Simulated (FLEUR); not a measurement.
**BN: equation of state with PBE**

**Measured values to compare with.**

“Effect of nanostructuration on compressibility of cubic BN”, 2012, arxiv:1208.3664 quotes, for a bulk crystal of BN at 300 K: bulk modulus 395 ± 2 GPa.

Crystal: BN.

```
CELL_PARAMETERS angstrom
0.00000 1.81300 1.81300
1.81300 0.00000 1.81300
1.81300 1.81300 0.00000
ATOMIC_POSITIONS crystal
N 0.25000 0.25000 0.25000
B 0.00000 0.00000 0.00000
```

The cell is a database's computed one.

```yaml
Program: FLEUR MaX-R8.1 (later development tree)
Task: equation of state
Functional: PBE
Potentials_or_basis: all-electron
Basis: FLAPW
Kmax: 5.26 1/bohr
k_mesh: 13 × 13 × 13
Occupations: fermi-dirac, width 0.05 eV
Spin: no spin polarisation
Gmax: 16.3 1/bohr
Muffin-tin_radii: N 1.33, B 1.33 bohr
lmax: N 8, B 8
Local_orbitals_a_species: N 3, B 3
```

| Property | Result |
| --- | --- |
| Equilibrium volume | 5.95 Å³/atom |
| Bulk modulus | 371 GPa |
| Pressure derivative of the bulk modulus | 3.8 |

Energy against volume, from the lowest point:
| volume (Å³/atom) | energy (meV/atom) |
| --- | --- |
| 5.602 | 26.51 |
| 5.721 | 11.21 |
| 5.840 | 2.60 |
| 5.959 | 0.00 |
| 6.078 | 3.05 |
| 6.198 | 10.84 |
| 6.317 | 23.41 |

Measured bulk modulus of BN: 395 GPa (300 K; quoted in “Effect of nanostructuration on compressibility of cubic BN”, 2012, arxiv:1208.3664). This calculation gives 371 GPa (-6.1 %). The fit is for a static lattice scaled at fixed shape and fixed fractional positions.
